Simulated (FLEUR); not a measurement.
# MnO (Fm-3m) in FLEUR: further runs

The runs below take MnO through band structure, equation of state, with r2SCAN.

All numbers are computed with FLEUR MaX-R8.1 (later development tree); they aren't measurements. Logs are shortened: lines on timing, memory, paths and dates and some standing lists are left out, and cuts for length are marked.

## Step 1: The crystal as given

It takes space group Fm-3m (No. 225, cubic). Conventional cell: a = 4.448 Å, b = 4.448 Å, c = 4.448 Å, α = 90.00°, β = 90.00°, γ = 90.00°. Around Mn (site symmetry m-3m) lie 6 O at 2.22 Å. O (site symmetry m-3m) is surrounded by 6 Mn at 2.22 Å.

The cell is a database's computed one.

## Step 2: Band structure, r2SCAN, collinear spin, ferromagnetic start

inp.xml reads:

```xml
<?xml version="1.0" encoding="UTF-8" standalone="no"?>
<fleurInput fleurInputVersion="0.39">
   <comment>
      MnO                                                                                                 
   </comment>
   <calculationSetup>
      <cutoffs Kmax="4.43" Gmax="13.7" GmaxXC="13.7" numbands="0"/>
      <scfLoop itmax="60" minDistance="0.00001" maxIterBroyd="15" imix="Anderson" alpha="0.05" precondParam="0.0" spinf="2.0" sdNocoIR="T"/>
      <coreElectrons ctail="F" frcor="F" kcrel="0" coretail_lmax="0"/>
      <xcFunctional name="LibXC" relativisticCorrections="F">
         <LibXCName exchange="mgga_x_r2scan" correlation="mgga_c_r2scan"/>
         <AuxGGA exchange="117" correlation="130"/>
      </xcFunctional>
      <magnetism jspins="2"/>
      <soc l_soc="F" theta="0.0" phi="0.0" spav="F"/>
      <expertModes spex="0" secvar="F"/>
      <geometryOptimization l_f="F" forcealpha="1.0" forcemix="BFGS" epsdisp="0.00001" epsforce="0.00001"/>
      <ldaU l_linMix="F" mixParam="0.05" spinf="1.0"/>
   </calculationSetup>
   <cell>
      <bzIntegration valenceElectrons="21.0" mode="hist" fermiSmearingEnergy="0.00183747">
         <kPointListSelection listName="default-1"/>
         <!-- k-points included here -->
         <xi:include xmlns:xi="http://www.w3.org/2001/XInclude" href="kpts.xml"> </xi:include>
[... 34 lines left out ...]
            <stateOccupation state="(2p1/2)" spinUp="0.666667" spinDown="0.666667"/>
            <stateOccupation state="(2p3/2)" spinUp="1.333333" spinDown="1.333333"/>
         </electronConfig>
         <energyParameters s="2" p="2" d="3" f="4"/>
         <lo type="SCLO" l="0" n="2" eDeriv="2"/>
         <lo type="SCLO" l="1" n="2" eDeriv="2"/>
         <lo type="SCLO" l="2" n="3" eDeriv="2"/>
      </species>
   </atomSpecies>
   <atomGroups>
      <atomGroup species="Manganese 4.000">
         <relPos label="                   1">.0000000000 .0000000000 .0000000000</relPos>
         <force calculate="T" relaxXYZ="TTT"/>
      </atomGroup>
      <atomGroup species="Oxygen (O)">
         <relPos label="                   2">1.000/2.000 1.000/2.000 1.000/2.000</relPos>
         <force calculate="T" relaxXYZ="TTT"/>
      </atomGroup>
   </atomGroups>
   <output dos="F" band="F" slice="F">
      <checks vchk="F" cdinf="F"/>
      <bandDOS minEnergy="-.5*Htr" maxEnergy="0.5*Htr" sigma="0.015" storeEVData="T"/>
      <vacuumDOS vacdos="F" integ="F" star="F" nstars="0" locx1="0.0" locy1="0.0" locx2="0.0" locy2="0.0" nstm="0" tworkf="0.0"/>
      <unfoldingBand unfoldBand="F" supercellX="1" supercellY="1" supercellZ="1"/>
      <plotting iplot="0" polar="F">
         <plot TwoD="T" vec1="  1.0  0.0  0.0" vec2="  0.0  1.0  0.0" vec3="  0.0  0.0  1.0" zero="  0.0  0.0  0.0" file="plot"/>
      </plotting>
      <chargeDensitySlicing numkpt="0" minEigenval="0.0" maxEigenval="0.0" nnne="0" pallst="F"/>
      <specialOutput eonly="F"/>
      <moessbauerParams electricFieldGradient="T" isomerShift="T" coreHyperfine="T" valenceHyperfine="T"/>
      <magneticCircularDichroism mcd="F" energyLo="-10.0" energyUp="0.0"/>
   </output>
  <!-- We include the file relax.xml here to enable relaxations (see documentation) -->
  <xi:include xmlns:xi="http://www.w3.org/2001/XInclude" href="relax.xml"> <xi:fallback/> </xi:include>
</fleurInput>
```

crystal.txt reads:

```
MnO
&input cartesian=F /
0.0000000000  2.2239077028  2.2239077028
2.2239077028  0.0000000000  2.2239077028
2.2239077028  2.2239077028  0.0000000000
1.8897261246
1.0 1.0 1.0

2
25 0.0000000000  0.0000000000  0.0000000000 : 4.000
8 0.5000000000  0.5000000000  0.5000000000

&kpt div1=10 div2=10 div3=10 gamma=T /
```

inp.xml (bands) reads:

```
<?xml version="1.0" encoding="UTF-8" standalone="no"?>
<fleurInput fleurInputVersion="0.39">
   <comment>
      MnO                                                                                                 
   </comment>
   <calculationSetup>
      <cutoffs Kmax="4.43" Gmax="13.7" GmaxXC="13.7" numbands="0"/>
      <scfLoop itmax="60" minDistance="0.00001" maxIterBroyd="15" imix="Anderson" alpha="0.05" precondParam="0.0" spinf="2.0" sdNocoIR="T"/>
      <coreElectrons ctail="F" frcor="F" kcrel="0" coretail_lmax="0"/>
      <xcFunctional name="LibXC" relativisticCorrections="F">
         <LibXCName exchange="mgga_x_r2scan" correlation="mgga_c_r2scan"/>
         <AuxGGA exchange="117" correlation="130"/>
      </xcFunctional>
      <magnetism jspins="2"/>
      <soc l_soc="F" theta="0.0" phi="0.0" spav="F"/>
      <expertModes spex="0" secvar="F"/>
      <geometryOptimization l_f="F" forcealpha="1.0" forcemix="BFGS" epsdisp="0.00001" epsforce="0.00001"/>
      <ldaU l_linMix="F" mixParam="0.05" spinf="1.0"/>
   </calculationSetup>
   <cell>
      <bzIntegration valenceElectrons="21.0" mode="hist" fermiSmearingEnergy="0.00183747">
         <kPointListSelection listName="path-1"/>
         <!-- k-points included here -->
         <xi:include xmlns:xi="http://www.w3.org/2001/XInclude" href="kpts.xml"> </xi:include>
[... 33 lines left out ...]
            <valenceConfig>(2s1/2) (2p1/2) (2p3/2)</valenceConfig>
            <stateOccupation state="(2p1/2)" spinUp="0.666667" spinDown="0.666667"/>
            <stateOccupation state="(2p3/2)" spinUp="1.333333" spinDown="1.333333"/>
         </electronConfig>
         <energyParameters s="2" p="2" d="3" f="4"/>
         <lo type="SCLO" l="0" n="2" eDeriv="2"/>
         <lo type="SCLO" l="1" n="2" eDeriv="2"/>
         <lo type="SCLO" l="2" n="3" eDeriv="2"/>
      </species>
   </atomSpecies>
   <atomGroups>
      <atomGroup species="Manganese 4.000">
         <relPos label="                   1">.0000000000 .0000000000 .0000000000</relPos>
         <force calculate="T" relaxXYZ="TTT"/>
      </atomGroup>
      <atomGroup species="Oxygen (O)">
         <relPos label="                   2">1.000/2.000 1.000/2.000 1.000/2.000</relPos>
         <force calculate="T" relaxXYZ="TTT"/>
      </atomGroup>
   </atomGroups>
   <output dos="F" band="T" slice="F">
      <checks vchk="F" cdinf="F"/>
      <bandDOS minEnergy="-.5*Htr" maxEnergy="0.5*Htr" sigma="0.015" storeEVData="T"/>
      <vacuumDOS vacdos="F" integ="F" star="F" nstars="0" locx1="0.0" locy1="0.0" locx2="0.0" locy2="0.0" nstm="0" tworkf="0.0"/>
      <unfoldingBand unfoldBand="F" supercellX="1" supercellY="1" supercellZ="1"/>
      <plotting iplot="0" polar="F">
         <plot TwoD="T" vec1="  1.0  0.0  0.0" vec2="  0.0  1.0  0.0" vec3="  0.0  0.0  1.0" zero="  0.0  0.0  0.0" file="plot"/>
      </plotting>
      <chargeDensitySlicing numkpt="0" minEigenval="0.0" maxEigenval="0.0" nnne="0" pallst="F"/>
      <specialOutput eonly="F"/>
      <moessbauerParams electricFieldGradient="T" isomerShift="T" coreHyperfine="T" valenceHyperfine="T"/>
      <magneticCircularDichroism mcd="F" energyLo="-10.0" energyUp="0.0"/>
   </output>
  <!-- We include the file relax.xml here to enable relaxations (see documentation) -->
  <xi:include xmlns:xi="http://www.w3.org/2001/XInclude" href="relax.xml"> <xi:fallback/> </xi:include>
</fleurInput>
```

Potentials or basis: all-electron, FLAPW.

Launch:

```
> inpgen -f crystal.txt -profile fastHighL
> # inp.xml edited to the form shown
> fleur_MPI
> fleur_MPI   # second run, on inp.xml (bands)
```

Standard output:

```text
Welcome to FLEUR        (www.flapw.de)
      MaX-Release 8.1          (www.max-centre.eu)
 func_ids         498         497         498         497
 MetaGGA potential functional detected - V_tau will be computed
 Auxiliary Potential for radial basis: exchange=         117  correlation=         130
The functional 'Re-regularized SCAN exchange by Furness et al' is an exchange functional, it belongs to the 'MGGA' family and is defined in the reference(s):
[1] J. W. Furness, A. D. Kaplan, J. Ning, J. P. Perdew, and J. Sun.,  J. Phys. Chem. Lett. 11, 8208-8215 (2020)
[2] J. W. Furness, A. D. Kaplan, J. Ning, J. P. Perdew, and J. Sun.,  J. Phys. Chem. Lett. 11, 9248-9248 (2020)
The functional 'Re-regularized SCAN correlation by Furness et al' is a correlation functional, it belongs to the 'MGGA' family and is defined in the reference(s):
[1] J. W. Furness, A. D. Kaplan, J. Ning, J. P. Perdew, and J. Sun.,  J. Phys. Chem. Lett. 11, 8208-8215 (2020)
[2] J. W. Furness, A. D. Kaplan, J. Ning, J. P. Perdew, and J. Sun.,  J. Phys. Chem. Lett. 11, 9248-9248 (2020)
 Using same functional for VXC and EXC

 ========== k-point set info ==========
 Selected k-point list: default-1
 k-point list type: mesh
 10 x 10 x 10
 Number of k points: 47

 ------------Calculation Setup---------------------------
 Number of MPI-tasks      :            1
 Number of PE/node        :            1
 Number of OMP-threads    :            1
 Most efficient MPI parallelization for:
           1          47
 Additional eigenvalue parallelization possible
 Number of basis functions:          299
 Approximate size of matrices (H+S) per k-point:         0.001 GB
 --------------------------------------------------------
The functional 'Hammer, Hansen, and Norskov' is an exchange functional, it belongs to the 'GGA' family and is defined in the reference(s):
[1] B. Hammer, L. B. Hansen, and J. K. Nørskov.,  Phys. Rev. B 59, 7413 (1999)
The functional 'Perdew, Burke & Ernzerhof' is a correlation functional, it belongs to the 'GGA' family and is defined in the reference(s):
[1] J. P. Perdew, K. Burke, and M. Ernzerhof.,  Phys. Rev. Lett. 77, 3865 (1996)
[2] J. P. Perdew, K. Burke, and M. Ernzerhof.,  Phys. Rev. Lett. 78, 1396 (1997)
 Using same functional for VXC and EXC
 Using auxiliary GGA potential for the first iteration of MetaGGA calculation.
 Reset of history
 Reset of history
 Iteration:     1   Distance:      30.37812029 me/bohr^3
The functional 'Hammer, Hansen, and Norskov' is an exchange functional, it belongs to the 'GGA' family and is defined in the reference(s):
[1] B. Hammer, L. B. Hansen, and J. K. Nørskov.,  Phys. Rev. B 59, 7413 (1999)
The functional 'Perdew, Burke & Ernzerhof' is a correlation functional, it belongs to the 'GGA' family and is defined in the reference(s):
[1] J. P. Perdew, K. Burke, and M. Ernzerhof.,  Phys. Rev. Lett. 77, 3865 (1996)
[2] J. P. Perdew, K. Burke, and M. Ernzerhof.,  Phys. Rev. Lett. 78, 1396 (1997)
 Using same functional for VXC and EXC
 Iteration:     2   Distance:      27.25290755 me/bohr^3
The functional 'Hammer, Hansen, and Norskov' is an exchange functional, it belongs to the 'GGA' family and is defined in the reference(s):
[1] B. Hammer, L. B. Hansen, and J. K. Nørskov.,  Phys. Rev. B 59, 7413 (1999)
The functional 'Perdew, Burke & Ernzerhof' is a correlation functional, it belongs to the 'GGA' family and is defined in the reference(s):
[1] J. P. Perdew, K. Burke, and M. Ernzerhof.,  Phys. Rev. Lett. 77, 3865 (1996)
[2] J. P. Perdew, K. Burke, and M. Ernzerhof.,  Phys. Rev. Lett. 78, 1396 (1997)
 Using same functional for VXC and EXC
 Iteration:     3   Distance:      24.36074356 me/bohr^3
The functional 'Hammer, Hansen, and Norskov' is an exchange functional, it belongs to the 'GGA' family and is defined in the reference(s):
[1] B. Hammer, L. B. Hansen, and J. K. Nørskov.,  Phys. Rev. B 59, 7413 (1999)
The functional 'Perdew, Burke & Ernzerhof' is a correlation functional, it belongs to the 'GGA' family and is defined in the reference(s):
[1] J. P. Perdew, K. Burke, and M. Ernzerhof.,  Phys. Rev. Lett. 77, 3865 (1996)
[2] J. P. Perdew, K. Burke, and M. Ernzerhof.,  Phys. Rev. Lett. 78, 1396 (1997)
 Using same functional for VXC and EXC
 Iteration:     4   Distance:      13.46883576 me/bohr^3
The functional 'Hammer, Hansen, and Norskov' is an exchange functional, it belongs to the 'GGA' family and is defined in the reference(s):
[1] B. Hammer, L. B. Hansen, and J. K. Nørskov.,  Phys. Rev. B 59, 7413 (1999)
The functional 'Perdew, Burke & Ernzerhof' is a correlation functional, it belongs to the 'GGA' family and is defined in the reference(s):
[1] J. P. Perdew, K. Burke, and M. Ernzerhof.,  Phys. Rev. Lett. 77, 3865 (1996)
[2] J. P. Perdew, K. Burke, and M. Ernzerhof.,  Phys. Rev. Lett. 78, 1396 (1997)
 Using same functional for VXC and EXC
 Iteration:     5   Distance:       9.24569493 me/bohr^3
The functional 'Hammer, Hansen, and Norskov' is an exchange functional, it belongs to the 'GGA' family and is defined in the reference(s):
[1] B. Hammer, L. B. Hansen, and J. K. Nørskov.,  Phys. Rev. B 59, 7413 (1999)
The functional 'Perdew, Burke & Ernzerhof' is a correlation functional, it belongs to the 'GGA' family and is defined in the reference(s):
[1] J. P. Perdew, K. Burke, and M. Ernzerhof.,  Phys. Rev. Lett. 77, 3865 (1996)
[2] J. P. Perdew, K. Burke, and M. Ernzerhof.,  Phys. Rev. Lett. 78, 1396 (1997)
 Using same functional for VXC and EXC
 Iteration:     6   Distance:       4.65015576 me/bohr^3
The functional 'Hammer, Hansen, and Norskov' is an exchange functional, it belongs to the 'GGA' family and is defined in the reference(s):
[1] B. Hammer, L. B. Hansen, and J. K. Nørskov.,  Phys. Rev. B 59, 7413 (1999)
The functional 'Perdew, Burke & Ernzerhof' is a correlation functional, it belongs to the 'GGA' family and is defined in the reference(s):
[1] J. P. Perdew, K. Burke, and M. Ernzerhof.,  Phys. Rev. Lett. 77, 3865 (1996)
[2] J. P. Perdew, K. Burke, and M. Ernzerhof.,  Phys. Rev. Lett. 78, 1396 (1997)
 Using same functional for VXC and EXC
[... 75 lines left out ...]
[2] J. P. Perdew, K. Burke, and M. Ernzerhof.,  Phys. Rev. Lett. 78, 1396 (1997)
 Using same functional for VXC and EXC
 Iteration:    18   Distance:       0.00008711 me/bohr^3
The functional 'Hammer, Hansen, and Norskov' is an exchange functional, it belongs to the 'GGA' family and is defined in the reference(s):
[1] B. Hammer, L. B. Hansen, and J. K. Nørskov.,  Phys. Rev. B 59, 7413 (1999)
The functional 'Perdew, Burke & Ernzerhof' is a correlation functional, it belongs to the 'GGA' family and is defined in the reference(s):
[1] J. P. Perdew, K. Burke, and M. Ernzerhof.,  Phys. Rev. Lett. 77, 3865 (1996)
[2] J. P. Perdew, K. Burke, and M. Ernzerhof.,  Phys. Rev. Lett. 78, 1396 (1997)
 Using same functional for VXC and EXC
 Iteration:    19   Distance:       0.00003325 me/bohr^3
The functional 'Hammer, Hansen, and Norskov' is an exchange functional, it belongs to the 'GGA' family and is defined in the reference(s):
[1] B. Hammer, L. B. Hansen, and J. K. Nørskov.,  Phys. Rev. B 59, 7413 (1999)
The functional 'Perdew, Burke & Ernzerhof' is a correlation functional, it belongs to the 'GGA' family and is defined in the reference(s):
[1] J. P. Perdew, K. Burke, and M. Ernzerhof.,  Phys. Rev. Lett. 77, 3865 (1996)
[2] J. P. Perdew, K. Burke, and M. Ernzerhof.,  Phys. Rev. Lett. 78, 1396 (1997)
 Using same functional for VXC and EXC
 Iteration:    20   Distance:       0.00002794 me/bohr^3
The functional 'Hammer, Hansen, and Norskov' is an exchange functional, it belongs to the 'GGA' family and is defined in the reference(s):
[1] B. Hammer, L. B. Hansen, and J. K. Nørskov.,  Phys. Rev. B 59, 7413 (1999)
The functional 'Perdew, Burke & Ernzerhof' is a correlation functional, it belongs to the 'GGA' family and is defined in the reference(s):
[1] J. P. Perdew, K. Burke, and M. Ernzerhof.,  Phys. Rev. Lett. 77, 3865 (1996)
[2] J. P. Perdew, K. Burke, and M. Ernzerhof.,  Phys. Rev. Lett. 78, 1396 (1997)
 Using same functional for VXC and EXC
 Iteration:    21   Distance:       0.00001130 me/bohr^3
The functional 'Hammer, Hansen, and Norskov' is an exchange functional, it belongs to the 'GGA' family and is defined in the reference(s):
[1] B. Hammer, L. B. Hansen, and J. K. Nørskov.,  Phys. Rev. B 59, 7413 (1999)
The functional 'Perdew, Burke & Ernzerhof' is a correlation functional, it belongs to the 'GGA' family and is defined in the reference(s):
[1] J. P. Perdew, K. Burke, and M. Ernzerhof.,  Phys. Rev. Lett. 77, 3865 (1996)
[2] J. P. Perdew, K. Burke, and M. Ernzerhof.,  Phys. Rev. Lett. 78, 1396 (1997)
 Using same functional for VXC and EXC
 Iteration:    22   Distance:       0.00000296 me/bohr^3

 ********************************************************************
 Run finished successfully
 Stop message:
   all done
 ********************************************************************
```

Run time: 72 s. Hardware: 1 thread of Arm Neoverse V1, shared host; peak memory 0.11 GiB.

What came out:

| Quantity | Value |
| --- | --- |
| Free energy | -33583.1676 eV |
| Band gap along the path | none (metal or under the smearing width) |
| Net moment | 5.00 μB per cell |
| Site moments | Mn +4.50; O +0.25 μB |
| Valence electrons inside the program's atomic spheres | Mn 13.20; O 5.44 (radii Mn 2.21, O 1.69 bohr) |

Levels at the corners of the path, in eV from the Fermi level:
Spin up:
```tsv
point	band 11	band 12	band 13	band 14	band 15	band 16
Γ	-3.65	-3.15	-3.15	-0.21	14.62	16.84
X	-2.55	-2.55	-2.40	5.46	8.44	10.77
W	-2.55	-2.48	-1.31	7.51	8.81	8.81
K	-2.43	-2.09	-1.35	6.88	8.51	8.61
Γ	-3.65	-3.15	-3.15	-0.21	14.62	16.84
L	-2.30	-0.12	-0.12	3.95	8.27	12.52
U	-2.43	-2.09	-1.35	6.88	8.51	8.61
W	-2.55	-2.48	-1.31	7.51	8.81	8.81
L	-2.30	-0.12	-0.12	3.95	8.27	12.52
K	-2.43	-2.09	-1.35	6.88	8.51	8.61
U	-2.43	-2.09	-1.35	6.88	8.51	8.61
X	-2.55	-2.55	-2.40	5.46	8.44	10.77
```
Spin down:
```tsv
point	band 4	band 5	band 6	band 7	band 8	band 9	band 10	band 11	band 12	band 13
Γ	-46.24	-20.84	-3.38	-3.38	-3.38	1.48	1.80	1.80	1.80	2.53
X	-46.27	-19.91	-6.58	-4.41	-4.41	0.02	3.18	3.36	3.64	3.64
W	-46.27	-19.82	-5.80	-5.80	-5.26	2.31	2.31	3.36	3.64	4.14
K	-46.27	-19.84	-6.19	-5.77	-4.67	1.38	3.33	3.41	3.56	4.04
Γ	-46.24	-20.84	-3.38	-3.38	-3.38	1.48	1.80	1.80	1.80	2.53
L	-46.25	-19.88	-7.47	-4.83	-4.83	3.04	3.16	3.16	4.88	4.88
U	-46.27	-19.84	-6.19	-5.77	-4.67	1.38	3.33	3.41	3.56	4.04
W	-46.27	-19.82	-5.80	-5.80	-5.26	2.31	2.31	3.36	3.64	4.14
L	-46.25	-19.88	-7.47	-4.83	-4.83	3.04	3.16	3.16	4.88	4.88
K	-46.27	-19.84	-6.19	-5.77	-4.67	1.38	3.33	3.41	3.56	4.04
U	-46.27	-19.84	-6.19	-5.77	-4.67	1.38	3.33	3.41	3.56	4.04
X	-46.27	-19.91	-6.58	-4.41	-4.41	0.02	3.18	3.36	3.64	3.64
```

Core levels (eV from the Fermi level):
```csv
atom,levels
1 Mn,"1s1/2 -6422.0, 2s1/2 -737.4, 2p1/2 -630.2, 2p3/2 -619.7"
2 O,1s1/2 -506.9
```

Caveat: the meta-GGA is that of a development version, with a GGA for the radial functions and cores and without core tails; a cell with one magnetic atom can't hold antiferromagnetic order, which such compounds often take; semilocal functionals often make such compounds metallic where correlation or magnetic order opens a gap, which also shifts bond lengths.

(Part 1 of 2 ends here.)
